Elements in the hcp structure (space group 194), computed with Ansatz 0.2.0: HSE06, plane-wave PAW, scalar-relativistic, cutoff 420 eV (Tc 600 eV), Gaussian smearing 0.05 eV, k meshes 6×6×4 to 10×10×6, cells at zero pressure. Loewdin populations of the metal atom M cover only the shells listed for the free atom, including filled inner ones; 0 where none is listed.

```csv
element,Z,group (f elements as 3),period,c/a,Loewdin s electrons on M (e),Loewdin p electrons on M (e),Loewdin d electrons on M (e),Loewdin f electrons on M (e),"sphere spin moment of M, signed along the largest (muB)",magnetic order of the run,volume (Å³/atom)
Li,3,1,2,1.61,2.92,0.00,0.00,0.00,0.00,unpolarised run,20.76
Na,11,1,3,1.57,2.96,6.00,0.00,0.00,0.00,unpolarised run,37.64
Mg,12,2,3,1.64,3.44,6.00,0.00,0.00,0.00,unpolarised run,22.89
Al,13,13,3,1.60,0.93,2.02,0.00,0.00,0.00,unpolarised run,16.43
Cr,24,6,4,1.87,2.71,5.99,5.20,0.00,0.00,moments lost,11.52
Ni,28,10,4,1.58,3.00,6.00,8.79,0.00,1.02,ferromagnetic,11.84
Ga,31,13,4,1.80,1.29,1.70,9.99,0.00,0.00,unpolarised run,18.73
Sr,38,2,5,1.69,3.54,6.00,0.00,0.00,0.00,unpolarised run,57.62
Nb,41,5,5,1.84,2.67,5.98,4.29,0.00,0.00,unpolarised run,18.47
Mo,42,6,5,1.83,2.69,5.98,5.25,0.00,0.00,unpolarised run,15.74
Tc,43,7,5,1.60,2.78,5.99,6.10,0.00,0.00,unpolarised run,13.90
Pd,46,10,5,1.71,2.00,6.00,9.49,0.00,0.00,unpolarised run,15.04
Cs,55,1,6,1.63,2.97,6.00,0.00,0.00,0.00,unpolarised run,122.8
La,57,3,6,1.62,2.66,5.92,2.35,0.05,0.00,unpolarised run,39.32
Eu,63,3,6,1.63,2.83,5.96,1.15,6.99,7.22,ferromagnetic,51.13
Gd,64,3,6,1.62,2.79,5.96,2.16,7.00,7.57,ferromagnetic,34.69
Ta,73,5,6,1.79,2.83,5.98,4.08,0.00,0.00,unpolarised run,18.47
W,74,6,6,1.81,2.86,5.99,4.99,0.00,0.00,unpolarised run,16.25
Ir,77,9,6,1.60,2.93,6.00,7.86,0.00,0.00,unpolarised run,14.05
Hg,80,12,6,1.61,3.90,6.00,9.99,0.00,0.00,unpolarised run,31.01
Tl,81,13,6,1.83,1.54,1.46,9.97,0.00,0.00,unpolarised run,30.72
Pb,82,14,6,1.56,1.83,2.14,9.99,0.00,0.00,unpolarised run,31.12
```

In a transition metal about one electron per atom stays outside the d shell, and each step to the right in the periodic table adds about one d electron. Among the rows of groups 3 to 10, europium breaks this pattern most clearly. It holds nearly one d electron too few, and its atom fills almost one and a half times the volume of its neighbour gadolinium. Both facts follow from one electron that sits in the f shell instead of taking part in bonding.

### The simple count

The columns of Loewdin electrons share out the calculated electron density among atomic shells; M is the metal atom. In the rows of groups 3 to 10 the s and p columns also contain a filled inner shell of two s and six p electrons, which takes little part in bonding. The electrons that matter for the count are those outside this inner shell and outside f. Their number is called $N_v$ here, and for an ordinary transition metal it equals the group number.

The outer s orbitals reach far and overlap strongly with those of the neighbouring atoms, so they form a broad band. The d orbitals are compact and form a narrow band, with many states packed into a small range of energy. Both bands are filled to the same Fermi level, which cuts the broad band roughly halfway, at about one of its two places per atom. This gives

$$N_d \approx N_v - 1,$$

where $N_d$ is the number of d electrons. That the broad band is about half full is a rule of thumb here, not something derived; the number 1 in the formula was not adjusted to the table.

The same picture explains why the next electron goes to d. Near the Fermi level the narrow band offers many more places than the broad one. From Nb to Mo the d population rises by 0.96, and from Mo to Tc by 0.85. Over both steps together the s population grows by only 0.11.

With the group number as $N_v$, ten of the twelve rows in groups 3 to 10 agree with the rule to within 0.35 electron, and their mean miss is 0.18. The rule is therefore good for counting whole electrons, but not for finer differences between metals. Some of these differences may come from the projection: it has no outer p shell for these metals, so density that such a shell would claim can be credited to s or d. The rule doesn't apply to groups 1 and 2, where the projection has no d shell and the zeros are a convention. From group 12 onwards the d shell is full, except in Al, which has none. Most of the twelve elements have another structure in nature; the hcp cell serves here as a common frame for comparison.

### Europium beside gadolinium

Both elements are printed under group 3, so the rule first gives $3-1=2$ d electrons for each. Gd has 2.16, in fair agreement. Eu has 1.15, which is 0.85 below the estimate and by far the largest miss of the twelve rows.

The f column shows where the electron is. An atom with three bonding electrons would hold six f electrons in Eu and seven in Gd. The calculation finds seven in both. Eu thus keeps one electron in f that its place in the table assigns to the valence band.

The estimate can now be repeated with the proper count. The calculation treats 17 electrons per Eu atom, of which eight belong to the inner shell and 6.99 to f:

$$N_v = 17 - 8 - 6.99 = 2.01, \qquad N_d \approx 2.01 - 1 = 1.01.$$

The table has 1.15, so Eu now obeys the rule about as well as Gd does. This repair is partly an exercise in adding up, because the populations of a row nearly sum to the total number of electrons. It shows where the electron went; the reason must come from elsewhere.

That reason is the exchange energy of a half-filled shell. Seven f electrons can all have parallel spins, one in each f orbital, and electrons of parallel spin avoid one another and so repel less. Moving one of them into the d band would gain some bonding but lose part of this advantage. In Gd the choice is different: an eighth f electron would need the opposite spin and would miss the gain, so it goes to the d band.

This argument agrees with the well-known divalent character of Eu metal. The table itself holds only the state with seven f electrons, and that run was not tested for a lower one. The energy by which this state wins over one with six f electrons is therefore argued here, not calculated.

Seen this way, the step from Eu to Gd is an ordinary transition-metal step. The f population stays at seven and the s population hardly changes, while d gains 1.01 electrons. The irregular step is the one that leads to Eu.

### What the lost bonding electron does to the volume

The volume gives evidence that doesn't depend on how electrons are shared out among shells. From La to Gd the volume per atom shrinks by 12 %, because added f electrons screen the growing nuclear charge poorly and the outer electrons are drawn inwards. Eu lies between these two elements in atomic number and should lie between them in volume. Instead it is 30 % larger than La and 47 % larger than Gd.

In the early part of a d series, electrons enter d states that bind neighbouring atoms together. Eu has one such electron fewer than Gd, so its atoms are held less tightly and sit further apart. With 51.1 Å$^3$ per atom it is closer to strontium, a metal with two valence electrons and 57.6 Å$^3$, than to Gd with 34.7 Å$^3$.

These volumes come from a hybrid functional with a coarse k-point mesh and loosely converged stress, and for Eu in the hcp structure, which isn't its natural one. The percentages are best remembered as round figures.

### Palladium, a smaller break

Pd misses in the other direction. The rule gives nine d electrons and the table has 9.49. The free Pd atom has a full 4d shell and an empty 5s shell, which shows how low its d level lies. A high d population in the metal is in keeping with that.

Part of the excess may come from the way of counting. The projection for Pd has no 5s shell, and 0.51 electron per atom is assigned to no shell at all. Some density that a 5s orbital would claim may have been credited to d. How the excess divides between the low d level and the projection remains open, so the Pd break is less certain than that of Eu. The run was also made without spin, so a magnetic state of Pd wasn't examined.

The printed output after this text lists the deviation of each of the twelve rows from the group number less one.

Numerical output:

```
number of rows in groups 3 to 10: 12
d population less (group - 1), in e, order Cr Ni Nb Mo Tc Pd La Eu Gd Ta W Ir: Cr 0.2, Ni -0.21, Nb 0.29, Mo 0.25, Tc 0.1, Pd 0.49, La 0.35, Eu -0.85, Gd 0.16, Ta 0.08, W -0.01, Ir -0.14
lowest deviation without Eu and Pd, e: -0.21
highest deviation without Eu and Pd, e: 0.35
mean size of the deviation without Eu and Pd, e: 0.179
d electrons gained from Nb to Mo, e: 0.96
d electrons gained from Mo to Tc, e: 0.85
d electrons gained from Ta to W, e: 0.91
d electrons gained per group from W to Ir, e: 0.9567
s electrons gained from Nb to Tc, e: 0.11
f population less that of a trivalent atom (Z - 57), in e, order La Eu Gd: La 0.05, Eu 0.99, Gd 0
electrons outside f and semicore, in e, order La Eu Gd: La 2.95, Eu 2.01, Gd 3
Eu deviation when its own valence count replaces the group number, e: 0.14
d population of Gd less that of Eu, e: 1.01
s population of Gd less that of Eu, e: -0.04
volume change from La to Gd, percent: -11.78
volume of Eu over that of La, percent more: 30.04
volume of Eu over that of Gd, percent more: 47.39
cell moment per Eu atom, muB: 7.487
cell moment per Gd atom, muB: 7.918
electrons per atom that the projection leaves unassigned, in e, order Cr Ni Nb Mo Tc Pd La Eu Gd Ta W Ir: Cr 0.1, Ni 0.21, Nb 0.06, Mo 0.08, Tc 0.13, Pd 0.51, La 0.02, Eu 0.07, Gd 0.09, Ta 0.11, W 0.16, Ir 0.21
d population of Ta less that of Nb, e: -0.21
d population of W less that of Mo, e: -0.26
s population of Ta less that of Nb, e: 0.16
s population of W less that of Mo, e: 0.17
```
